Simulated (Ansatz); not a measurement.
Equation of state of ZrO2 from a dense series

```yaml
crystal:
  lattice:
    - [3.59610, 0.00000, 0.00000]
    - [0.00000, 3.59610, 0.00000]
    - [0.00000, 0.00000, 5.17700]
  atoms:
    - { symbol: Zr, position: [0.00000, 0.00000, 0.00000] }
    - { symbol: Zr, position: [0.50000, 0.50000, 0.50000] }
    - { symbol: O, position: [0.00000, 0.50000, 0.20300] }
    - { symbol: O, position: [0.00000, 0.50000, 0.70300] }
    - { symbol: O, position: [0.50000, 0.00000, 0.29700] }
    - { symbol: O, position: [0.50000, 0.00000, 0.79700] }
```

Atom numbers follow the list: Zr1, Zr2, O3, O4, O5, O6.

The cell comes from COD entry 2300612, which wasn't checked; take it as a given geometry.

Computed with DFT, PBE, all-electron LAPW, scalar-relativistic (Ansatz 0.2.0).

Sampling and basis: a Γ-centred 6×6×4 k mesh, Fermi–Dirac smearing of 0.01 eV, basis error target 0.5 meV/atom, no spin polarisation.

The cell is scaled evenly. Fractional coordinates are held (clamped ions).

| V (Å³/atom) | P (GPa) |
| --- | --- |
| 10.489 | 22.89 |
| 10.935 | 10.54 |
| 11.047 | 7.82 |
| 11.158 | 5.24 |
| 11.270 | 2.79 |
| 11.381 | 0.46 |
| 11.604 | -3.86 |
| 11.828 | -7.76 |

Problem. Fit a third-order Birch–Murnaghan curve to the pressures.

Solution. P = (3B0/2)(y^(7/2) − y^(5/2))[1 + (3/4)(B0′ − 4)(y − 1)] with y = (V0/V)^(2/3) fits within 0.01 GPa for V0 = 11.404 Å³/atom, B0 = 229.7 GPa and B0′ = 4.17.

Problem. Predict the pressure at the withheld volume, 10.712 Å³/atom.

Solution. There y = 1.0426, so the fit gives 16.39 GPa; the run gave 16.40 GPa.
